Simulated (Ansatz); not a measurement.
# TePb: the cost of one run

Method: DFT PBEsol, scalar-relativistic, plane waves, PAW, in Ansatz 0.2.0.

## 1. The structure to begin with

The structure is trigonal, space group R3m (No. 160). Conventional cell: a = 4.795 Å, b = 4.795 Å, c = 10.747 Å, α = 90.00°, β = 90.00°, γ = 120.00°. Pb (site symmetry 3m) is surrounded by 6 Te at 3.23 to 3.37 Å. Te (site symmetry 3m) is surrounded by 6 Pb at 3.23 to 3.37 Å.

As a file:

```cif
data_structure
_symmetry_space_group_name_H-M 'R3m:H'
_symmetry_Int_Tables_number 160
_cell_length_a 4.7954
_cell_length_b 4.7954
_cell_length_c 10.7473
_cell_angle_alpha 90.000
_cell_angle_beta 90.000
_cell_angle_gamma 120.000
_cell_volume 214.03
loop_
_atom_site_label
_atom_site_type_symbol
_atom_site_symmetry_multiplicity
_atom_site_Wyckoff_symbol
_atom_site_fract_x
_atom_site_fract_y
_atom_site_fract_z
_atom_site_occupancy
Pb1 Pb 3 a 0.33333 0.66667 0.65013 1
Te1 Te 3 a 0.33333 0.66667 0.13881 1
```

It was made, by the change told below, from a structure of the Materials Project.

## 2. One element swapped, cell strained: S → Te, first probe

The structure above already holds this change against its source: Te takes all sites of S, and lengths are scaled by 1.079 as a first guess of the size; strain xx, yy, zz, yz, xz, xy = +5.2, +5.2, -3.8, +0.0, +0.0, +0.0 %; atoms moved by 0.03 Å root mean square, at most 0.03 Å.

File input.yaml:

```yaml
crystal:
  lattice:
    - [2.3976828661, 1.3843028481, 3.5824377987]
    - [-2.3976828661, 1.3843028481, 3.5824377987]
    - [0.0, -2.7686056964, 3.5824377987]
  atoms:
    - { symbol: Pb, position: [0.9834627217, 0.9834627217, 0.9834627217] }
    - { symbol: Te, position: [0.4721386083, 0.4721386083, 0.4721386083] }
basis:
  ecutwfc: 420
kpoints:
  mp_grid: { grid: [6, 6, 6] }
hamiltonian:
  xc: pbesol
scf:
  occupations: { method: gaussian, width: 0.1 }
output:
  forces: true
  stress: true
  eigenvalues: true
```

The run is started by

```
$ ansatz run input.yaml --threads 1 --pin off --max-ram 1331MiB --backend cpu --events-out ev --progress --plain --runs-dir out
```

**Question.** How long does this run take on 1 thread of an x86-64 CPU, shared host, and how much memory does it need?

About 7.3 s, with a peak of 0.39 GiB.
